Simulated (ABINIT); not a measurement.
Runs of ABINIT 10.8.3 (patched build) on HfC. It takes space group Fm-3m (No. 225, cubic). Conventional cell: a = 4.650 Å, b = 4.650 Å, c = 4.650 Å, α = 90.00°, β = 90.00°, γ = 90.00°. Around Hf (site symmetry m-3m) lie 6 C at 2.33 Å. C (site symmetry m-3m) has 6 Hf at 2.33 Å as nearest neighbours. 

| task | level | potentials or basis | spin | cutoff (eV) | fine-grid cutoff | dispersion computed by | gap on the mesh (eV) | pressure (GPa) | V0 of scaled cells (Å³/atom) | B0 (GPa) |
| --- | --- | --- | --- | --- | --- | --- | --- | --- | --- | --- |
| equation of state | BP86 | JTH PAW PBE v2.0 | off | 544 | 1088.46 eV | - | - | - | (b) | 237 |
| band structure | BLYP | JTH PAW PBE v2.0 | off | 544 | 1088.46 eV | - | none | 7.4 | - | - |
| equation of state | PBE+D4 | JTH PAW PBE v2.0 | off | 544 | 1088.46 eV | dftd4 4.3.1 | - | - | 12.40 | 246 |
| band structure | SCAN | JTH PAW PBE v2.0 | off | 653 | 1251.72 eV | - | none | (a) | - | - |
| band structure | PW91 | JTH PAW PBE v2.0 | SOC, no magnetisation | 544 | 1088.46 eV | - | none | -0.5 | - | - |
| equation of state | BP86+D3 | JTH PAW PBE v2.0 | off | 544 | 1088.46 eV | - | - | - | 12.17 | 256 |
| band structure | PBE | PseudoDojo NC SR PBE v0.5 standard | off | 1116 | - | - | none | (c) | - | - |

Alike in all rows: cell as given; k mesh 10 × 10 × 10; smearing fermi-dirac 0.05 eV.

Q: Estimate the missing entries.

A: (a) -3.3; (b) 12.61; (c) 0.4.

Caveats: the PAW data sets were made with another functional, which shifts forces and pressure a little (some runs); pressures at fixed basis lie under the slope of the energies (some runs); spin-orbit coupling is left out, which moves the levels of the heavy elements (some runs).

A k mesh can miss the band edges, and rows without SOC leave out spin-orbit coupling on Hf.

A gap of «none» marks a metal or a gap under the smearing width.
